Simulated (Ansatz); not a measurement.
Crystal: Ge.

```xyz
4
Lattice="0.0000 2.8857 5.1157 2.6305 0.0000 5.1157 2.6305 2.8857 0.0000" Properties=species:S:1:pos:R:3 pbc="T T T"
Ge    2.6305    4.1929    5.1157
Ge    2.6305    1.5786    5.1157
Ge    2.6305    2.8857    2.2318
Ge    2.6305    2.8857    7.9995
```

This isn't the form of Ge at room conditions, which is diamond.

| Item | Value |
| --- | --- |
| Program | Ansatz 0.2.0 |
| Task | relaxation of cell and atoms |
| Functional | PBEsol |
| Potentials or basis | Ansatz PAW |
| Cutoff | 420 eV (not typed: the program's choice for these potentials) |
| k mesh | 7 × 7 × 7 |
| Occupations | fermi-dirac, width 0.05 eV |
| Spin | no spin polarisation |

At the start: volume 19.42 Å³/atom.

**Question.** Where does the relaxation end?

**Answer.** It ends after 5 steps and the volume is 18.38 Å³/atom (-5.3 %); space group Fmmm (No. 69, to 0.05 Å).

The path:
| step | energy change (eV) | largest force (eV/Å) | volume (Å³) |
| --- | --- | --- | --- |
| 1 | 0.0000 | 0.0429 | 77.67 |
| 2 | -0.0398 | 0.0470 | 71.71 |
| 3 | -0.0512 | 0.0293 | 73.73 |
| 4 | -0.0517 | 0.0067 | 73.53 |
| 5 | -0.0509 | 0.0065 | 73.53 |

Final structure:
```
CELL_PARAMETERS angstrom
0.00000 2.85717 4.95984
2.59451 0.00000 4.95984
2.59451 2.85717 0.00000
ATOMIC_POSITIONS crystal
Ge 0.72654 0.27346 0.72654
Ge 0.27346 0.72654 0.27346
Ge 0.22345 0.22345 0.77655
Ge 0.77655 0.77655 0.22345
```

Caveat: the plane-wave basis is chosen anew once the cell has moved, so the energies of steps on either side of that aren't comparable; the PAW data sets come from PBE, with cores solved anew for the run's functional, which leaves a small shift of forces and pressure.
